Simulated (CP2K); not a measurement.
# AlN: single point with PBE

AlN:

```xyz
2
Lattice="3.0886 0.0000 0.0000 1.5443 2.6748 0.0000 1.5443 0.8916 2.5219" Properties=species:S:1:pos:R:3 pbc="T T T"
Al    0.0000    0.0000    0.0000
N     1.5443    0.8916    0.6305
```

Measurements of this composition are mostly on another form, of space group No. 186.

| Quantity | Value |
| --- | --- |
| Program | CP2K 2026.2 |
| Task | single point |
| Functional | PBE |
| Potentials or basis | all electrons (GAPW); pob-DZVP-rev2 basis |
| Density cutoff | 6803 eV |
| k mesh | 10 × 10 × 10 |
| Occupations | fermi-dirac, width 0.05 eV |
| Spin | no spin polarisation |
| SCF solver | diagonalisation with k points |
| Quickstep method | GAPW |
| EPS_DEFAULT | 1.0E-9 |
| EPS_SCF | 1.0E-6 |
| MAX_SCF | 100 |
| SCF_GUESS | ATOMIC |
| k points reduced by the point group | yes |
| Mesh centred on Gamma | yes |
| CHOLESKY | OFF |
| EPS_EIGVAL | 1.0E-7 |
| MIXING METHOD | BROYDEN_MIXING |
| MIXING ALPHA | 0.2 |
| NBUFFER | 8 |
| NGRIDS | 5 |
| Basis sets | Al pob-DZVP-rev2, N pob-DZVP-rev2 |
| Potentials | Al ALL, N ALL |
| ADDED_MOS | [10] |
| REL_CUTOFF (Ry) | 60 Ry |
| MIXING BETA (1/bohr) | 1.5 1/bohr |
| CUTOFF of the grids | 500 Ry |

| Item | Value |
| --- | --- |
| Pressure | 10.0 GPa |
| Band gap on the k mesh | 3.34 eV, indirect (least direct gap 4.55 eV) |
| Mulliken charges | Al +0.84; N -0.84 e |

Levels at points of the mesh, in eV from the valence-band top:
```tsv
k point	band 7	band 8	band 9	band 10	band 11	band 12	band 13	band 14
(0.00, 0.00, 0.00)	-14.99	0.00	0.00	0.00	4.55	12.35	12.35	12.35
(0.00, 0.00, 0.50)	-12.83	-6.09	-0.56	-0.56	7.46	9.79	11.27	11.27
(0.00, 0.50, 0.50)	-12.18	-5.04	-1.97	-1.97	3.34	8.73	13.78	15.79
```

It took 28 s on 1 thread of Arm Neoverse V1 (shared host), peak memory 0.22 GiB.

Caveat: Mulliken charges move with the basis; the basis of atomic orbitals isn't converged, which shifts pressures, moduli and gaps. Expect the measured gap to be larger: semilocal functionals such as PBE lack the derivative discontinuity.
